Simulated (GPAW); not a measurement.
# AlN (P6_3mc) in GPAW: a series of runs

The runs below take AlN through band structure, equation of state, with MS2, C09-vdW, AM05, revPBE, PBE.

Program: GPAW 26.7.0. These are calculated values, not measurements. Logs are shortened: lines on timing, memory, paths and dates and some standing lists are left out, and cuts for length are marked. The log counts tension as positive stress, the text compression.

**Measured values to compare with.**

“Self-assembly of well-separated AlN nanowires directly on sputtered metallic TiN films”, 2019, arxiv:1910.07391 quotes, for a bulk crystal of AlN at 10 K: band gap 6.034 eV (an exciton energy, a little under the gap).

“Structural and optical properties of self-assembled AlN nanowires grown on SiO2/Si substrates by molecular beam epitaxy”, 2024, arxiv:2402.00216 quotes, for a bulk crystal of AlN at 0 K: band gap 6.0343 eV (an exciton energy, a little under the gap).

The results are compared with them further down.

## Step 1: The crystal as given

It takes space group P6_3mc (No. 186, hexagonal). The conventional cell has a = 3.113 Å, b = 3.113 Å, c = 4.981 Å, α = 90.00°, β = 90.00°, γ = 120.00°. Al (site symmetry 3m) has 4 N at 1.89 Å as nearest neighbours. N (site symmetry 3m) is surrounded by 4 Al at 1.89 Å.

## Step 2: Band structure, MS2

The input, run.py:

```python
from ase.dft.bandgap import bandgap
from ase.io import read, write
from ase.units import GPa
from gpaw import GPAW, PW

atoms = read('AlN.xyz')

calc = GPAW(mode=PW(800),
            xc='MGGA_X_MS2+GGA_C_REGTPSS',
            kpts={'size': (7, 7, 4), 'gamma': True},
            occupations={'name': 'fermi-dirac', 'width': 0.05},
            nbands=18,
            convergence={'density': 1e-05, 'energy': 1e-05},
            maxiter=150,
            txt='gpaw.txt')
atoms.calc = calc
energy = atoms.get_potential_energy()
forces = atoms.get_forces()
stress = atoms.get_stress()
calc.write('gs.gpw')
write('result.traj', atoms)
print(f'Energy: {energy:.6f} eV')
print('Forces (eV/A):')
print(forces.round(4))
print('Stress (GPa):', (stress / GPa).round(3))
print('Fermi level:', round(calc.get_fermi_level(), 4), 'eV')
print(f'Gap: {bandgap(calc)[0]:.4f} eV, direct: {bandgap(calc, direct=True)[0]:.4f} eV')

path = atoms.cell.bandpath('GMKGALHA,LM,KH', npoints=80, eps=1e-4)
bs_calc = calc.fixed_density(kpts=path, symmetry='off', nbands=29,
                             convergence={'bands': 'CBM+6.0', 'eigenstates': 1e-6}, txt='bands.txt')
bs = bs_calc.band_structure()
bs.write('bs.json')
print(f'Gap on the path: {bandgap(bs_calc)[0]:.4f} eV')
```

The input, AlN.xyz:

```xyz
4
Lattice="3.1130000000 0.0000000000 0.0000000000 -1.5565000000 2.6959370820 0.0000000000 0.0000000000 0.0000000000 4.9810000000" Properties=species:S:1:pos:R:3 pbc="T T T"
Al     1.5565000002      0.8986456939      2.4905000000
Al    -0.0000000002      1.7972913881      0.0000000000
N      1.5565000002      0.8986456939      4.3832800000
N     -0.0000000002      1.7972913881      1.8927800000
```

Potentials or basis: GPAW PAW data sets (gpaw-data 1.2.1), pw.

The run is started by

```console
OMP_NUM_THREADS=1 python run.py
```

gpaw.txt:

```text
__  _  _
 | _ |_)|_||  |
 |__||  | ||/\| - 26.7.0

Input parameters:
  mode=PW(ecut=800.0),
  convergence={'density': 1e-05, 'energy': 1e-05},
  kpts=MonkhorstPack(size=(7, 7, 4), gamma=True),
  maxiter=150,
  nbands=18,
  occupations=Occupations(name='fermi-dirac', width=0.05),
  xc=XC(name='MGGA_X_MS2+GGA_C_REGTPSS')

Diagonalizing LCAO Hamiltonian
Converting LCAO to pw mode

           N

           Al
        N

        Al

Atoms  # Å, Bohr magnetons
|   | symbol |         x |        y |        z |    initial magnetic moments |
|---|--------|-----------|----------|----------|-----------------------------|
| 0 |     Al |  1.556500 | 0.898646 | 2.490500 | ( 0.0000,  0.0000,  0.0000) |
| 1 |     Al | -0.000000 | 1.797291 | 0.000000 | ( 0.0000,  0.0000,  0.0000) |
| 2 |      N |  1.556500 | 0.898646 | 4.383280 | ( 0.0000,  0.0000,  0.0000) |
| 3 |      N | -0.000000 | 1.797291 | 1.892780 | ( 0.0000,  0.0000,  0.0000) |

Unit cell  # Å
| periodic |         x |        y |        z |  lengths |     angles |
|----------|-----------|----------|----------|----------|------------|
|      yes |  3.113000 | 0.000000 | 0.000000 | 3.113000 |  90.000000 |
|      yes | -1.556500 | 2.695937 | 0.000000 | 3.113000 |  90.000000 |
|      yes |  0.000000 | 0.000000 | 4.981000 | 4.981000 | 120.000000 |

Number of symmetries: 6
Symmetry operations  # r_c * U_cc + t_c -> r_c
|   | kind |            matrix            |
|---|------|------------------------------|
| 0 |  σ   |  1, 1, 0,  0,-1, 0,  0, 0, 1 |
| 1 |  E   |  1, 0, 0,  0, 1, 0,  0, 0, 1 |
| 2 |  C3  |  0, 1, 0, -1,-1, 0,  0, 0, 1 |
| 3 |  σ   |  0,-1, 0, -1, 0, 0,  0, 0, 1 |
| 4 |  σ   | -1, 0, 0,  1, 1, 0,  0, 0, 1 |
| 5 |  C3  | -1,-1, 0,  1, 0, 0,  0, 0, 1 |

BZ-sampling:
  Number of BZ points: 196
  Number of IBZ points: 28

  Monkhorst-Pack size: [7, 7, 4]
  Monkhorst-Pack shift: [0.0, 0.0, 0.125]

K-points  # in reciprocal-cell coordinates
|     |                                coordinates |     weight |
|-----|--------------------------------------------|------------|
|   0 | (  0.00000000,   0.00000000,   0.00000000) | 0.00510204 |
|   1 | (  0.00000000,   0.00000000,   0.25000000) | 0.01020408 |
|   2 | (  0.00000000,   0.00000000,   0.50000000) | 0.00510204 |
|   3 | (  0.14285714,   0.00000000,  -0.25000000) | 0.03061224 |
|   4 | (  0.14285714,   0.00000000,   0.00000000) | 0.03061224 |
|   5 | (  0.14285714,   0.00000000,   0.25000000) | 0.03061224 |
|   6 | (  0.14285714,   0.00000000,   0.50000000) | 0.03061224 |
|   7 | (  0.28571429,  -0.14285714,   0.00000000) | 0.03061224 |
|   8 | (  0.28571429,  -0.14285714,   0.25000000) | 0.06122449 |
|   9 | (  0.28571429,  -0.14285714,   0.50000000) | 0.03061224 |
| ... |                                            |            |
|  27 | (  0.42857143,   0.42857143,   0.50000000) | 0.03061224 |

Plane wave coefficients: 2177
Cutoff: 800.0 eV

Spin-components: 1 (collinear spins)
Bands:           18
Projectors:      20
Spin-degeneracy: 2
Datatype:        complex128

Parallelization:
  kpt:    1
  domain: 1
  band:   1

Density:
  Valence electrons: 16.0
  Components: 1
  Grid points: [21 21 35]
  Charge: 0.0  # |e|

Potential:
  Grid points: [21 21 35]

species:
  Al:
    name:    Aluminium
    Z:       13.0
    valence: 3
    core:    10
    charge:  0.0  # [|e|]
    compensation charges:
      type: gauss
      rc: 0.34  # [Å]
      lmax: 2
    cutoffs:
      filter: 1.91  # [Å]
      core: 2.36  # [Å]
    projectors
    | kind |    occ | energy [eV] | rcut [Å] |
    |------|--------|-------------|----------|
    |   3s |  2.000 |      -7.753 |    1.085 |
    |   3p |  1.000 |      -2.712 |    1.085 |
    |    s |        |      19.459 |    1.085 |
    |    p |        |      24.499 |    1.085 |
    |    d |        |       0.000 |    1.085 |

    Using partial waves for Al as LCAO basis

  N:
    name:    Nitrogen
    Z:       7.0
    valence: 5
    core:    2
    charge:  0.0  # [|e|]
    compensation charges:
      type: gauss
      rc: 0.18  # [Å]
      lmax: 2
    cutoffs:
      filter: 1.11  # [Å]
      core: 0.96  # [Å]
    projectors
    | kind |    occ | energy [eV] | rcut [Å] |
    |------|--------|-------------|----------|
    |   2s |  2.000 |     -18.583 |    0.603 |
    |   2p |  3.000 |      -7.089 |    0.529 |
    |    s |        |       8.629 |    0.603 |
    |    p |        |      20.123 |    0.529 |
    |    d |        |       0.000 |    0.577 |

    Using partial waves for N as LCAO basis

Reference energy: -16170.289538  # eV

eigensolver:
  PPCG
  Converge bands: occupied
  niter=2

density mixing:
  MSR1-Mixer
  Pratt-step length: 0.05
  Maximum mixing coefficient: 0.75
  Old densities: 10
  SVD Regularization: 0.005
  Good broyden scale: 1.0
  Trust region scale: 1.0
  Backstep threshold: 4.0
  History deletion threshold: 6.0
  Fourier metric: weight=20.0, sigma=0.015

occupation numbers:
  Fermi-Dirac:
    width: 0.0500  # eV

poisson solver:
  ecut: 6400.0  # eV

xc functional:
  name: MGGA_X_MS2+GGA_C_REGTPSS with 2 nearest neighbor stencil

convergence criteria:
[... 6 lines left out ...]
|iter     | |      energy | eigst |  dens |
|---------|-|-------------|-------|-------|
|iter:   1| |  -67.797983 | -0.27 |       |
|iter:   2| |  -42.043188 | -1.05 | -0.52 |
|iter:   3| |  -41.309944 | -1.46 | -0.63 |
|iter:   4| |  -41.578976 | -1.11 | -0.85 |
|iter:   5| |  -41.822660 | -2.26 | -1.36 |
|iter:   6| |  -41.837110 | -3.19 | -1.75 |
|iter:   7| |  -41.837598 | -4.20 | -2.49 |
|iter:   8| |  -41.837781 | -5.51 | -3.00 |
|iter:   9| |  -41.837783 | -7.17 | -4.14 |
|iter:  10| |  -41.837783c| -8.23c| -4.63 |
|iter:  11| |  -41.837783c| -8.35c| -5.16c|

Converged in 11 steps
Energy contributions relative to reference atoms: (reference = -16170.289538)

Energy contributions:
  Kinetic:          26.531219
  Coulomb:         -21.945919
  Zero:              0.124429
  External:          0.000000
  Xc:              -46.547511
  Entropy:          -0.000000
  Spinorbit:         0.000000
  ----------------------------
  Free energy:     -41.837783
  Extrapolated:    -41.837783

dipole moment: (-0.000006, 0.000002, -6.857810)  # |e|*Ang

Fermi level: 6.948
Eigenvalues  # (at kpt = [0.000, 0.000, 0.000])
| band index |      eig [eV] | occ [0-2] |
|------------|---------------|-----------|
|          0 |       -10.179 |     2.000 |
|          1 |        -8.128 |     2.000 |
|          2 |        -0.152 |     2.000 |
|          3 |         5.021 |     2.000 |
|          4 |         5.022 |     2.000 |
|          5 |         5.692 |     2.000 |
[... 8 lines left out ...]
|         14 |        19.833 |     0.000 |
|         15 |        19.837 |     0.000 |
|        ... |               |           |
|         17 |        21.164 |     0.000 |

Gap: 4.586 eV
Transition (v -> c):
  (s=0, k=0, n=7, [0.00, 0.00, 0.00]) -> (s=0, k=0, n=8, [0.00, 0.00, 0.00])
No difference between direct/indirect transitions

Forces  # eV/Ang
|        x |       y |        z |
|----------|---------|----------|
|  0.00000 | 0.00000 | -0.12047 |  # Al   0
| -0.00000 | 0.00000 | -0.11795 |  # Al   1
| -0.00000 | 0.00000 |  0.11867 |  # N    2
|  0.00000 | 0.00000 |  0.11910 |  # N    3

Stress tensor  # eV/Ang^3
|        x |         y |         z |
|----------|-----------|-----------|
| 0.004816 |  0.000000 |  0.000000 |
| 0.000000 |  0.004816 | -0.000000 |
| 0.000000 | -0.000000 | -0.007236 |

# Writing to gs.gpw (mode='')
```

Wall time 3.3 min (1 thread of Arm Neoverse V1, shared host); peak memory 0.36 GiB.

What came out:

```
Free energy             : -41.8378 eV
Pressure                : -0.1 GPa
Largest force           : 0.120 eV/Å
Band gap on the k mesh  : 4.59 eV, direct
Band gap along the path : 4.59 eV, direct
```

Forces on the atoms (eV/Å):
```
Al   0.000  0.000 -0.120
Al   0.000  0.000 -0.118
N    0.000  0.000  0.119
N    0.000  0.000  0.119
```

Stress tensor (GPa, compression positive):
```
-0.77  0.00  0.00
 0.00 -0.77  0.00
 0.00  0.00  1.16
```

Levels at the corners of the path, in eV from the valence-band top:
| point | band 5 | band 6 | band 7 | band 8 | band 9 | band 10 | band 11 | band 12 |
| --- | --- | --- | --- | --- | --- | --- | --- | --- |
| Γ | -0.86 | -0.19 | -0.19 | 0.00 | 4.59 | 7.22 | 11.20 | 11.82 |
| M | -3.36 | -2.10 | -1.77 | -0.67 | 6.17 | 6.23 | 8.81 | 10.89 |
| K | -3.80 | -2.45 | -2.39 | -2.39 | 5.39 | 8.78 | 10.28 | 10.28 |
| Γ | -0.86 | -0.19 | -0.19 | 0.00 | 4.59 | 7.22 | 11.20 | 11.82 |
| A | -0.53 | -0.53 | -0.53 | -0.53 | 6.95 | 6.95 | 10.96 | 10.96 |
| L | -1.46 | -1.46 | -1.37 | -1.37 | 5.70 | 5.70 | 9.87 | 9.87 |
| H | -3.86 | -3.86 | -0.79 | -0.79 | 7.80 | 7.80 | 8.41 | 8.41 |
| A | -0.53 | -0.53 | -0.53 | -0.53 | 6.95 | 6.95 | 10.96 | 10.96 |
| L | -1.46 | -1.46 | -1.37 | -1.37 | 5.70 | 5.70 | 9.87 | 9.87 |
| M | -3.36 | -2.10 | -1.77 | -0.67 | 6.17 | 6.23 | 8.81 | 10.89 |
| K | -3.80 | -2.45 | -2.39 | -2.39 | 5.39 | 8.78 | 10.28 | 10.28 |
| H | -3.86 | -3.86 | -0.79 | -0.79 | 7.80 | 7.80 | 8.41 | 8.41 |

Caveat: the PAW data sets were made with another functional, which shifts forces and pressure a little.

## Step 3: Equation of state, C09-vdW

The input, run.py:

```python
from ase.eos import EquationOfState
from ase.io import Trajectory
from ase.spacegroup import crystal
from ase.units import GPa
from gpaw import GPAW, PW

# Al 2b
# N 2b
atoms = crystal(['Al', 'N'],
                basis=[[0.6666666667, 0.3333333333, 0.5],
                       [0.6666666667, 0.3333333333, 0.88]],
                spacegroup=186, setting=1,  # P6_3mc
                cellpar=[3.113, 3.113, 4.981, 90.0, 90.0, 120.0],
                primitive_cell=True)

traj = Trajectory('eos.traj', 'w')
volumes, energies = [], []
for x in [0.94, 0.96, 0.98, 1.0, 1.02, 1.04, 1.06]:
    a = atoms.copy()
    a.set_cell(atoms.cell * x**(1 / 3), scale_atoms=True)
    calc = GPAW(mode=PW(800),
                xc={'name': 'C09-vdW', 'backend': 'libvdwxc'},
                kpts={'size': (7, 7, 4), 'gamma': True},
                occupations={'name': 'fermi-dirac', 'width': 0.05},
                nbands=18,
                convergence={'density': 1e-05, 'energy': 1e-05},
                maxiter=150,
                txt=f'eos-{x:.2f}.txt')
    a.calc = calc
    energies.append(a.get_potential_energy(force_consistent=True))
    volumes.append(a.get_volume())
    calc.write(f'eos-{x:.2f}.gpw')
    traj.write(a)
    print(f'{x:.2f} {volumes[-1]:10.4f} A^3 {energies[-1]:14.6f} eV', flush=True)

v0, e0, B = EquationOfState(volumes, energies, eos='birchmurnaghan').fit()
print(f'V0 = {v0:.4f} A^3, E0 = {e0:.6f} eV, B0 = {B / GPa:.2f} GPa')
```

Potentials or basis: GPAW PAW data sets (gpaw-data 1.2.1), pw.

The run is started by

```console
OMP_NUM_THREADS=1 python run.py
```

It took 2.5 min on 1 thread of Arm Neoverse V1, shared host; peak memory 0.32 GiB.

Results (log left out):

| Property | Result |
| --- | --- |
| Equilibrium volume | 10.62 Å³/atom |
| Bulk modulus at fixed shape and positions | 200 GPa |
| Pressure derivative of the bulk modulus | 4.3 |

Energy against volume, from the lowest point:
```csv
volume (Å³/atom),energy (meV/atom)
9.824,42.88
10.033,22.48
10.242,9.05
10.451,1.74
10.660,0.00
10.869,3.44
11.078,11.30
```

Caveat: the cell was scaled at fixed shape and fractional positions, which overstates the stiffness of a crystal with free parameters, most of all of layers and chains; the PAW data sets were made with another functional, which shifts forces and pressure a little.

## Step 4: Band structure, AM05

The input, run.py:

```python
from ase.dft.bandgap import bandgap
from ase.io import write
from ase.spacegroup import crystal
from ase.units import GPa
from gpaw import GPAW, PW, setup_paths

setup_paths.insert(0, '.')

# Al 2b
# N 2b
atoms = crystal(['Al', 'N'],
                basis=[[0.6666666667, 0.3333333333, 0.5],
                       [0.6666666667, 0.3333333333, 0.88]],
                spacegroup=186, setting=1,  # P6_3mc
                cellpar=[3.113, 3.113, 4.981, 90.0, 90.0, 120.0],
                primitive_cell=True)

calc = GPAW(mode=PW(800),
            xc='AM05',
            kpts={'size': (7, 7, 4), 'gamma': True},
            occupations={'name': 'fermi-dirac', 'width': 0.05},
            nbands=18,
            convergence={'density': 1e-05, 'energy': 1e-05},
            maxiter=150,
            txt='gpaw.txt')
atoms.calc = calc
energy = atoms.get_potential_energy()
forces = atoms.get_forces()
stress = atoms.get_stress()
calc.write('gs.gpw')
write('result.traj', atoms)
print(f'Energy: {energy:.6f} eV')
print('Forces (eV/A):')
print(forces.round(4))
print('Stress (GPa):', (stress / GPa).round(3))
print('Fermi level:', round(calc.get_fermi_level(), 4), 'eV')
print(f'Gap: {bandgap(calc)[0]:.4f} eV, direct: {bandgap(calc, direct=True)[0]:.4f} eV')

path = atoms.cell.bandpath('GMKGALHA,LM,KH', npoints=60, eps=1e-4)
bs_calc = calc.fixed_density(kpts=path, symmetry='off', nbands=29,
                             convergence={'bands': 'CBM+6.0', 'eigenstates': 1e-6}, txt='bands.txt')
bs = bs_calc.band_structure()
bs.write('bs.json')
print(f'Gap on the path: {bandgap(bs_calc)[0]:.4f} eV')
```

Potentials or basis: PAW data sets generated in the run's folder for this functional, pw.

The run is started by

```console
gpaw-setup -f AM05 Al N
OMP_NUM_THREADS=1 python run.py
```

It took 43 s on 1 thread of Intel Xeon Platinum 8375C at 2.90GHz (Ice Lake), shared host; peak memory 0.29 GiB.

Results (log left out):

- Free energy: -30.3939 eV
- Pressure: 1.2 GPa
- Largest force: 0.137 eV/Å
- Band gap on the k mesh: 4.21 eV, direct
- Band gap along the path: 4.21 eV, direct

Forces on the atoms (eV/Å):
```
Al   0.000  0.000 -0.136
Al   0.000  0.000 -0.136
N    0.000  0.000  0.137
N    0.000  0.000  0.137
```

Stress tensor (GPa, compression positive):
```
0.76 0.00 0.00
0.00 0.76 0.00
0.00 0.00 2.12
```

Levels at the corners of the path, in eV from the valence-band top:
```csv
point,band 4,band 5,band 6,band 7,band 8,band 9,band 10,band 11,band 12
Γ,-0.84,-0.84,-0.18,-0.18,0.00,4.21,6.61,10.53,11.06
M,-4.16,-3.37,-2.08,-1.80,-0.66,5.70,5.72,8.15,10.20
K,-3.78,-3.78,-2.45,-2.40,-2.40,4.92,8.27,9.60,9.60
Γ,-0.84,-0.84,-0.18,-0.18,0.00,4.21,6.61,10.53,11.06
A,-3.34,-0.52,-0.52,-0.52,-0.52,6.44,6.44,10.25,10.25
L,-5.62,-1.45,-1.45,-1.37,-1.37,5.22,5.22,9.19,9.19
H,-4.85,-3.88,-3.88,-0.79,-0.79,7.32,7.32,7.77,7.77
A,-3.34,-0.52,-0.52,-0.52,-0.52,6.44,6.44,10.25,10.25
L,-5.62,-1.45,-1.45,-1.37,-1.37,5.22,5.22,9.19,9.19
M,-4.16,-3.37,-2.08,-1.80,-0.66,5.70,5.72,8.15,10.20
K,-3.78,-3.78,-2.45,-2.40,-2.40,4.92,8.27,9.60,9.60
H,-4.85,-3.88,-3.88,-0.79,-0.79,7.32,7.32,7.77,7.77
```

(Part 1 of 2 ends here.)
